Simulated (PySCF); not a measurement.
# Bonding in phenylacetylene

Phenylacetylene, C8H6.
Atom-mapped SMILES: `[CH:1]#[C:2][c:3]1[cH:4][cH:5][cH:6][cH:7][cH:8]1` (hydrogens: H9 on C1; H10 on C4; H11 on C5; H12 on C6; H13 on C7; H14 on C8)

Cartesian coordinates in Å at the GFN2-xTB level; atoms count from 1:
```xyz
14
C8H6 angstrom
C      2.2072    1.8861    1.6396
C      1.4131    1.2081    1.0471
C      0.4756    0.4072    0.3503
C     -0.0452    0.8366   -0.8703
C     -0.9584    0.0495   -1.5454
C     -1.3614   -1.1650   -1.0133
C     -0.8478   -1.5938    0.2002
C      0.0678   -0.8159    0.8824
H      2.9012    2.4786    2.1574
H      0.2711    1.7855   -1.2793
H     -1.3585    0.3846   -2.4914
H     -2.0757   -1.7768   -1.5440
H     -1.1630   -2.5395    0.6167
H      0.4734   -1.1456    1.8280
```

Bond orders from the PBE0/pcSseg-1 density (PySCF). Geometry: GFN2-xTB; no solvent, vibrations or thermal averaging.

Where do the orders between heavy atoms depart from those drawn in the SMILES?

The largest departure is 0.661, at C1–C2 (drawn triple, 2.339), counting aromatic bonds as 1.5. Drawn double or triple, more than 0.30 short of the drawn order: C1–C2 (2.339). The bonds drawn aromatic range from 1.40 to 1.45.

Give the Mayer order of every bond, beside its length.

```
  bond  drawn as  length (Å)  Mayer order
 C1–C2    triple       1.200        2.339
 C2–C3    single       1.416        1.007
 C3–C4  aromatic       1.395        1.400
 C4–C5  aromatic       1.382        1.448
 C5–C6  aromatic       1.386        1.426
 C6–C7  aromatic       1.386        1.426
 C7–C8  aromatic       1.382        1.449
 C8–C3  aromatic       1.395        1.400
 C1–H9    single       1.049        1.149
C4–H10    single       1.081        0.974
C5–H11    single       1.080        0.963
C6–H12    single       1.080        0.969
C7–H13    single       1.080        0.963
C8–H14    single       1.080        0.974
```

By pair of heavy elements: C–C: lowest C2–C3 (1.007, 1.416 Å), highest C1–C2 (2.339, 1.200 Å).

Sum the orders of all bonds at each heavy atom with more than one neighbour and set the sums beside the valence in the SMILES.

C1 3.488 (drawn 4), C2 3.346 (drawn 4), C3 3.807 (drawn 4), C4 3.822 (drawn 4), C5 3.837 (drawn 4), C6 3.821 (drawn 4), C7 3.838 (drawn 4), C8 3.823 (drawn 4). Orders between atoms that aren't bonded are not in these sums.

Mayer orders depend on the basis set.
